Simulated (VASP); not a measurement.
# Si (P6_3/mmc) in VASP: notebook, part 2 of 2

VASP 6.6.1. Earlier steps stand in the parts before.

## Step 3: Relaxation of cell and atoms, PBEsol

This run uses another cell than the first one, of 20.13 Å³/atom, 1.005 times its volume.

INCAR

```
SYSTEM = Si
PREC     = Accurate       ! precision mode
ENCUT    = 600            ! plane-wave cutoff, eV
EDIFF    = 1E-7           ! SCF threshold, eV
ISMEAR   = 0              ! smearing method
SIGMA    = 0.01           ! smearing width, eV
LREAL    = .False.        ! projectors in reciprocal space
LASPH    = .True.         ! aspherical terms in the spheres
NELM     = 100            ! most SCF steps
ALGO     = Normal         ! electronic algorithm
ISIF     = 3              ! what is computed and relaxed
LWAVE    = .False.        ! write WAVECAR
LCHARG   = .False.        ! write CHGCAR
GGA      = PS             ! functional
IBRION   = 2              ! ionic algorithm
NSW      = 100            ! ionic steps
EDIFFG   = -0.002         ! ionic threshold
```

KPOINTS

```
regular mesh
0
Gamma
  12 12 6
  0 0 0
```

POSCAR

```
Si
1.0
    3.8313174600      0.0000000000      0.0000000000
   -1.9156587300      3.3180182500      0.0000000000
    0.0000000000      0.0000000000      6.3326220000
Si
4
Direct
    0.3333333300      0.6666666700      0.0630095000
    0.6666666700      0.3333333300      0.5630095000
    0.3333333300      0.6666666700      0.4369905000
    0.6666666700      0.3333333300      0.9369905000
```

Potentials or basis: VASP PAW PBE potentials, release 64 (Si).

Launch:

```bash
$ cat potpaw_PBE.64/Si/POTCAR > POTCAR
$ mpirun -np 1 vasp_std > vasp.out
```

OUTCAR:

```text
SYSTEM = Si
   PREC = Accurate
   ENCUT = 600
   EDIFF = 1E-7
   ISMEAR = 0
   LREAL = .False.
   LASPH = .True.
   NELM = 100
   ISIF = 3
   GGA = PS
   IBRION = 2
   NSW = 100
   EDIFFG = -0.002

 ion  position               nearest neighbor table
   1  0.333  0.667  0.063-   4 2.35   4 2.35   4 2.35   3 2.37
   2  0.667  0.333  0.563-   3 2.35   3 2.35   3 2.35   4 2.37
   3  0.333  0.667  0.437-   2 2.35   2 2.35   2 2.35   1 2.37
   4  0.667  0.333  0.937-   1 2.35   1 2.35   1 2.35   2 2.37

  LATTYP: Found a hexagonal cell.
 ALAT       =     3.8313174600
 C/A-ratio  =     1.6528575526

  Lattice vectors:

 A1 = (   3.8313174600,   0.0000000000,   0.0000000000)
 A2 = (  -1.9156587300,   3.3180182500,   0.0000000000)
 A3 = (   0.0000000000,   0.0000000000,   6.3326220000)

Analysis of symmetry for initial positions (statically):
=====================================================================
 Subroutine PRICEL returns:
 Original cell was already a primitive cell.

 Routine SETGRP: Setting up the symmetry group for a
 hexagonal supercell.

 Subroutine GETGRP returns: Found 24 space group operations
 (whereof 12 operations were pure point group operations)
 out of a pool of 24 trial point group operations.

The static configuration has the point symmetry D_3d.
 The point group associated with its full space group is D_6h.

Analysis of symmetry for dynamics (positions and initial velocities):
=====================================================================
 Subroutine PRICEL returns:
 Original cell was already a primitive cell.

 Routine SETGRP: Setting up the symmetry group for a
 hexagonal supercell.

 Subroutine GETGRP returns: Found 24 space group operations
 (whereof 12 operations were pure point group operations)
 out of a pool of 24 trial point group operations.

The dynamic configuration has the point symmetry D_3d.
 The point group associated with its full space group is D_6h.

 Subroutine INISYM returns: Found 24 space group operations
 (whereof 12 operations are pure point group operations),
 and found     1 'primitive' translations

----------------------------------------------------------------------------------------

                                     Primitive cell

  volume of cell :      80.5027

  direct lattice vectors                    reciprocal lattice vectors
     3.831317460  0.000000000  0.000000000     0.261006823  0.150692360  0.000000000
    -1.915658730  3.318018250  0.000000000     0.000000000  0.301384720  0.000000000
     0.000000000  0.000000000  6.332622000     0.000000000  0.000000000  0.157912473

  length of vectors
     3.831317460  3.831317460  6.332622000     0.301384720  0.301384720  0.157912473

  position of ions in fractional coordinates (direct lattice)
     0.333333330  0.666666670  0.063009500
     0.666666670  0.333333330  0.563009500
     0.333333330  0.666666670  0.436990500
     0.666666670  0.333333330  0.936990500

  ion indices of the primitive-cell ions
   primitive index   ion index
                 1           1
                 2           2
                 3           3
                 4           4

[... 66 lines left out ...]
   LNONCOLLINEAR =      F non collinear calculations
   LSORBIT =      F    spin-orbit coupling
   LASPH  =      T    aspherical Exc in radial PAW
   ENCUT  =  600.0 eV  44.10 Ry    6.64 a.u.   7.65  7.65 12.65*2*pi/ulx,y,z
   NELM   =    100;   NELMIN=  2; NELMDL= -5     # of ELM steps
   EDIFF  = 0.1E-06   stopping-criterion for ELM
   LREAL  =      F    real-space projection
   EDIFFG = -.2E-02   stopping-criterion for IOM
   NSW    =    100    number of steps for IOM
   IBRION =      2    ionic relax: 0-MD 1-quasi-New 2-CG
   NFREE  =      1    steps in history (QN), initial steepest desc. (CG)
   ISIF   =      3    stress and relaxation
   ISYM   =      2    0-nonsym 1-usesym 2-fastsym
   POTIM  = 0.5000    time-step for ionic-motion
   TEBEG  =    0.0;   TEEND  =   0.0 temperature during run
   PSTRESS=    0.0 pullay stress
   NELECT =      16.0000    total number of electrons
   NUPDOWN=      -1.0000    fix difference up-down
   EMIN   =  10.00;   EMAX   =-10.00  energy-range for DOS
   EFERMI =   0.00;   METHOD = LEGACY
   ISMEAR =     0;   SIGMA  =   0.01  broadening in eV -4-tet -1-fermi 0-gaus
   EFERMI_NEDOS =   21; number of points for ismear=-14 and -15
   IALGO  =     38    algorithm
   IMIX   =      4    mixing-type and parameters
     AMIX     =   0.40;   BMIX     =  1.00
     AMIX_MAG =   1.60;   BMIX_MAG =  1.00
  volume/ion in A,a.u.               =      20.13       135.81
  Fermi-wavevector in a.u.,A,eV,Ry     =   0.955384  1.805414 12.418837  0.912759
  Thomas-Fermi vector in A             =   2.084217
   LORBIT       =      0    0 simple, 1 ext, 2 COOP (PROOUT), +10 PAW based schemes
   GGA     = PS    functional components
   LHFCALC =     F    Hartree Fock is set to
   AEXX    =    0.0000 exact exchange contribution
   IVDW    =     0    specifies the selected vdW correction
   LEPSILON=     F    determine dielectric tensor
   LRPA    =     F    only Hartree local field effects (RPA)
 conjugate gradient relaxation of ions
 non-spin polarized calculation
 Gauss-broadening in eV      SIGMA  =   0.01
  energy-cutoff  :      600.00
  volume of cell :       80.50
 maximum number of plane-waves:      2738
 NGX is ok and might be reduce to    32
   NGX = 15   NGY = 15   NGZ = 25

--------------------------------------- Ionic step        1  -------------------------------------------

 number of electron      16.0000000 magnetization

 Free energy of the ion-electron system (eV)
  ---------------------------------------------------
  ext. energy  EPLUGINS =         0.00000000
  ---------------------------------------------------
  free energy    TOTEN  =       -22.94826868 eV

  energy without entropy =      -22.94826868  energy(sigma->0) =      -22.94826868

------------------------ aborting loop because EDIFF is reached ----------------------------------------

  FORCE on cell =-STRESS in cart. coord.  units (eV):
  Direction    XX          YY          ZZ          XY          YZ          ZX
  --------------------------------------------------------------------------------------
  -------------------------------------------------------------------------------------
  Total       -0.1780401     -0.1780401     -0.1332066      0.0000000     -0.0000000      0.0000000
  in kB       -3.5433819     -3.5433819     -2.6510980      0.0000000     -0.0000000      0.0000000
  external PRESSURE =      -3.2459539 kB  Pullay stress =       0.0000000 kB
[... 177 lines left out ...]
--------------------------------------- Ionic step        6  -------------------------------------------

 number of electron      16.0000000 magnetization

 Free energy of the ion-electron system (eV)
  ---------------------------------------------------
  ext. energy  EPLUGINS =         0.00000000
  ---------------------------------------------------
  free energy    TOTEN  =       -22.94856554 eV

  energy without entropy =      -22.94856554  energy(sigma->0) =      -22.94856554

 E-fermi :   6.1279     XC(G=0):  -9.5416

 val. band max:        6.0315109700   @ k =   0.0000   0.0000   0.0000
 cond. band min:       6.3230900806   @ k =   0.5000   0.0000   0.0000
 fundamental gap:      0.2915791106
 Fermi energy:         6.1278898956

 k-point     1 :       0.0000    0.0000    0.0000
  band No.  band energies     occupation
      1      -6.2209      2.00000
      2      -3.9133      2.00000
      3      -1.2523      2.00000
      4       4.4982      2.00000
      5       4.4982      2.00000
      6       5.6720      2.00000
      7       6.0315      2.00000
      8       6.0315      2.00000
      9       6.9962      0.00000
     10       7.9765      0.00000
     11       7.9765      0.00000
     12       8.3209      0.00000
[... 331 lines left out ...]
 k-point    24 :       0.3333    0.0000    0.1667
  band No.  band energies     occupation
      1      -4.8847      2.00000
      2      -3.0099      2.00000
      3      -1.0140      2.00000
      4       1.2715      2.00000
      5       1.3697      2.00000
      6       3.2918      2.00000
      7       4.1533      2.00000
      8       4.6675      2.00000
      9       6.6497      0.00000
     10       7.9279      0.00000
     11       8.5317      0.00000
     12       9.5168      0.00000

 [... further k-points ...]

------------------------ aborting loop because EDIFF is reached ----------------------------------------

  FORCE on cell =-STRESS in cart. coord.  units (eV):
  Direction    XX          YY          ZZ          XY          YZ          ZX
  --------------------------------------------------------------------------------------
  -------------------------------------------------------------------------------------
  Total       -0.0072307     -0.0072307      0.0020959      0.0000000      0.0000000      0.0000000
  in kB       -0.1443979     -0.1443979      0.0418558      0.0000000      0.0000000      0.0000000
  external PRESSURE =      -0.0823133 kB  Pullay stress =       0.0000000 kB
[... 19 lines left out ...]
  FREE ENERGIE OF THE ION-ELECTRON SYSTEM (eV)
  ---------------------------------------------------
  free  energy   TOTEN  =       -22.9485655404 eV

  energy  without entropy=      -22.9485655404  energy(sigma->0) =      -22.94856554

 reached required accuracy - stopping structural energy minimisation
```

Run time: 1.7 min. Hardware: 1 thread of Intel Xeon Platinum 8488C (Sapphire Rapids), shared host; peak memory 0.26 GiB.

What came out:

```
Free energy                            : -22.9486 eV
Relaxed volume                         : 20.06 Å³/atom
Relaxed cell                           : a = 3.827 Å, b = 3.827 Å, c = 6.327 Å, α = 90.00°, β = 90.00°, γ = 120.00°
Space group after relaxing (to 0.05 Å) : P6_3/mmc (No. 194)
Energy gained by relaxing              : 0.1 meV/atom
Ionic steps                            : 6
Pressure after relaxing                : 0.0 GPa
Band gap on the k mesh                 : 0.29 eV, indirect (least direct gap 0.96 eV)
```

Step by step:
| step | energy change (eV) | largest force (eV/Å) | pressure (GPa) | volume (Å³) |
| --- | --- | --- | --- | --- |
| 1 | 0.0000 | 0.0063 | -0.32 | 80.50 |
| 2 | -0.0002 | 0.0100 | 0.23 | 80.03 |
| 3 | -0.0003 | 0.0034 | 0.00 | 80.22 |
| 4 | -0.0003 | 0.0032 | 0.00 | 80.23 |
| 5 | -0.0003 | 0.0030 | -0.01 | 80.23 |
| 6 | -0.0003 | 0.0006 | -0.01 | 80.23 |

Final structure:
```cif
data_structure
_symmetry_space_group_name_H-M 'P 1'
_symmetry_Int_Tables_number 1
_cell_length_a 3.8266
_cell_length_b 3.8266
_cell_length_c 6.3267
_cell_angle_alpha 90.000
_cell_angle_beta 90.000
_cell_angle_gamma 120.000
_cell_volume 80.23
loop_
_atom_site_label
_atom_site_type_symbol
_atom_site_fract_x
_atom_site_fract_y
_atom_site_fract_z
_atom_site_occupancy
Si1 Si 0.33333 0.66667 0.06300 1
Si2 Si 0.66667 0.33333 0.56300 1
Si3 Si 0.33333 0.66667 0.43700 1
Si4 Si 0.66667 0.33333 0.93700 1
```

Caveat: the PAW data sets were made with another functional, which shifts forces and pressure a little.

## Step 4: Single point, PBEsol

This run uses another cell than the first one, of 20.13 Å³/atom, 1.005 times its volume.

INCAR

```
PREC = Accurate
ENCUT = 520
EDIFF = 1E-6
ISMEAR = 0
SIGMA = 0.1
LREAL = F
LASPH = T
NELM = 100
ALGO = Normal
ISIF = 2
LWAVE = F
LCHARG = T
GGA = PS
LELF = T
LVHAR = T
NBANDS = 16
```

KPOINTS

```
regular mesh
0
Gamma
  6 6 4
```

POSCAR is that of step 3.

Launch:

```bash
$ cat potpaw_PBE.64/Si/POTCAR > POTCAR
$ mpirun -np 1 vasp_std > vasp.out
```

It took 13 s on 1 thread of Intel Xeon Platinum 8488C (Sapphire Rapids), shared host; peak memory 0.18 GiB.

It converged, with:

| Item | Value |
| --- | --- |
| Free energy | -22.9206 eV |
| Pressure | -0.3 GPa |
| Largest force | 0.016 eV/Å |
| Band gap on the k mesh | 0.29 eV, indirect (least direct gap 0.95 eV) |

Forces on the atoms (eV/Å):
```
Si   0.000  0.000 -0.016
Si   0.000  0.000 -0.016
Si   0.000  0.000  0.016
Si   0.000  0.000  0.016
```

Stress tensor (GPa, compression positive):
```
-0.21  0.00  0.00
 0.00 -0.21  0.00
 0.00  0.00 -0.41
```

Levels at points of the mesh, in eV from the valence-band top:
```
           k point  band 6  band 7  band 8  band 9  band 10  band 11
(0.00, 0.00, 0.00)   -0.36    0.00    0.00    0.95     1.94     1.94
(0.50, 0.00, 0.00)   -3.08   -3.05   -1.45    0.29     2.26     2.89
(0.00, 0.00, 0.50)   -0.94   -0.94   -0.94    1.73     1.73     2.92
(0.50, 0.00, 0.50)   -2.48   -2.44   -2.44    0.81     0.81     1.56
```

Caveat: the PAW data sets were made with another functional, which shifts forces and pressure a little. A k mesh can miss the band edges.

## Step 5: The runs side by side

| task | cell | k mesh | cutoff (eV) | smearing | gap on the mesh (eV) | pressure (GPa) |
| --- | --- | --- | --- | --- | --- | --- |
| single point | P6_3/mmc, 20.03 Å³/atom | 12 × 12 × 6 | 520 | gaussian 0.01 eV | 0.29 | 0.1 |
| relaxation of cell and atoms | relaxed | 12 × 12 × 6 | 600 | gaussian 0.01 eV | 0.29 | 0.0 |
| single point | P6_3/mmc, 20.13 Å³/atom | 6 × 6 × 4 | 520 | gaussian 0.1 eV | 0.29 | -0.3 |

Alike in all rows: level PBEsol; potentials or basis VASP PAW PBE potentials, release 64 (Si); no spin polarisation.

Caveats: the PAW data sets were made with another functional, which shifts forces and pressure a little.

Total energies depend on the potentials used, so only differences within one code and one set of settings carry meaning.
